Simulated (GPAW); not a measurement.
Runs of GPAW 26.7.0 on MnS. It takes space group Pm-3m (No. 221, cubic). The conventional cell has a = 3.212 Å, b = 3.212 Å, c = 3.212 Å, α = 90.00°, β = 90.00°, γ = 90.00°. Around Mn (site symmetry m-3m) lie 8 S at 2.78 Å. S (site symmetry m-3m) has 8 Mn at 2.78 Å as nearest neighbours. Measurements of this composition are mostly on another form, of space group No. 225.

| level | potentials or basis | spin | U | gap on the mesh (eV) | pressure (GPa) | moment (μB) |
| --- | --- | --- | --- | --- | --- | --- |
| LDA+U | the program's PAW data sets (release 1.2.1) made for this functional, pw | collinear, ferromagnetic start | Mn d U = 4 eV | none | (b) | 4.91 |
| PBE+U | GPAW PAW data sets (gpaw-data 1.2.1), pw | collinear, random start | Mn d U = 4 eV | none | 6.3 | 4.92 |
| LDA+U | the program's PAW data sets (release 1.2.1) made for this functional, pw | collinear, ferromagnetic start | Mn d U = 8 eV | none | 2.9 | 4.94 |
| PBE+U | GPAW PAW data sets (gpaw-data 1.2.1), pw | collinear, ferromagnetic start | Mn d U = 6 eV | none | 8.4 | (a) |

Alike in all rows: task single point; cell as given; k mesh 6 × 6 × 6; cutoff (eV) 600; smearing gaussian 0.05 eV.

**Question.** Estimate the missing entries.

**Answer.** (a) 4.95; (b) -1.0.

Caveats: a cell with one magnetic atom can't hold antiferromagnetic order, which such compounds often take.

A k mesh can miss the band edges.

A gap of «none» marks a metal or a gap under the smearing width.

Not every run made on this cell is shown here.
